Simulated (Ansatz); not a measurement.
Start from ZnTe in the zinc blende structure (space group F-43m, No. 216; a = 6.113 Å). Axes: x, y, z lie along the cube axes.

All numbers come from r2SCAN, PAW, 500 eV (Ansatz, a first-principles code; no SOC).

Base values:

```
Quantity   Result
--------  -------
Band gap  1.79 eV
```

It is then changed as follows: the symmetric strain tensor [-0.0075 -0.0049 0.0127; -0.0049 0.0006 -0.0109; 0.0127 -0.0109 -0.0180], atoms relaxed at fixed cell.

**Question.** How does this affect the band gap?

**Answer.** The band gap falls by 0.02 eV (1.79 eV → 1.77 eV).

With Te present, leaving out spin-orbit coupling can change the band edges. Semilocal Kohn–Sham gaps tend to fall short of experiment. No phonon test of stability was made.
